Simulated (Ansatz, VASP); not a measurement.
**Sn: VASP beside Ansatz**

```xyz
2
Lattice="-2.9313 2.9313 1.5827 2.9313 -2.9313 1.5827 2.9313 2.9313 -1.5827" Properties=species:S:1:pos:R:3 pbc="T T T"
Sn    0.0000    0.0000    0.0000
Sn    0.0000    2.9313    0.7913
```

Alike in both runs: functional PBE; dispersion D3(BJ); k mesh 16 × 16 × 16; occupations gaussian, width 0.1 eV; no spin polarisation.

Ansatz relaxed the structure, and its values are those at the end. VASP's run is a single point on that final structure, the one shown.

|  | VASP | Ansatz |
| --- | --- | --- |
| version | VASP 6.6.1 | Ansatz 0.2.0 |
| potentials or method | VASP PAW PBE potentials, release 64 (Sn_d) | scalar-relativistic, plane waves, PAW |
| plane-wave cutoff (eV) | 520 | 420 |
| valence electrons in the cell | 28 | 28 |

VASP gave:

* gap on the k mesh at the Fermi level (eV): none
* pressure (GPa): -0.1

Q: Which values does Ansatz return?

A: gap on the k mesh at the Fermi level (eV): none; pressure (GPa): 0.0.

A gap of «none» marks a metal or a gap that the smearing closes. With one functional, cell and mesh, what is left measures potentials, basis and numerics.

Caveats: pairwise dispersion overbinds metals, which lowers pressure and volume.
